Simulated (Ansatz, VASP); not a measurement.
## MoS2 in VASP and in Ansatz

```xyz
3
Lattice="1.5815 0.9131 6.1233 -1.5815 0.9131 6.1233 0.0000 -1.8262 6.1233" Properties=species:S:1:pos:R:3 pbc="T T T"
Mo    0.0000    0.0000    0.0000
S     0.0000    0.0000   13.7481
S     0.0000    0.0000   10.7446
```

Alike in both runs: task single point; functional LDA; k mesh 7 × 7 × 7; occupations gaussian, width 0.05 eV; collinear spin; Hubbard terms Mo d U = 4.0 eV, J = 0.5 eV.

|  | VASP | Ansatz |
| --- | --- | --- |
| version | VASP 6.6.1 | Ansatz 0.2.0 |
| potentials or method | VASP PAW LDA potentials, release 64 (Mo_sv, S) | scalar-relativistic, plane waves, PAW |
| plane-wave cutoff (eV) | 520 | 420 |
| valence electrons in the cell | 26 | 26 |

|  | VASP | Ansatz | Ansatz less VASP |
| --- | --- | --- | --- |
| gap on the k mesh at the Fermi level (eV) | 0.91 | 0.86 | -0.054 |
| least direct gap on the mesh (eV) | 2.00 | 2.03 | +0.028 |
| pressure (GPa) | 3.6 | 1.3 | -2.31 |
| largest component of the traceless stress (GPa) | 4.88 | 4.78 | -0.103 |
| rms of the force components (eV/Å) | 0.507 | 0.382 | -0.1252 |
| net moment per atom (μB) | 0.00 | 0.00 | 0.000 |

The programs project onto different local orbitals, so the same U acts differently. Atom by atom the forces differ by 0.125 eV/Å (rms over components). Ansatz warned: «seeded_moment_not_kept».

Caveats: an odd mesh through Γ misses points on the zone boundary, where band edges often lie; forces of over 1 eV/Å show positions far from the minimum, so gaps and moduli don't describe the material at rest. The state reached can hang on the start; a lower one may exist.
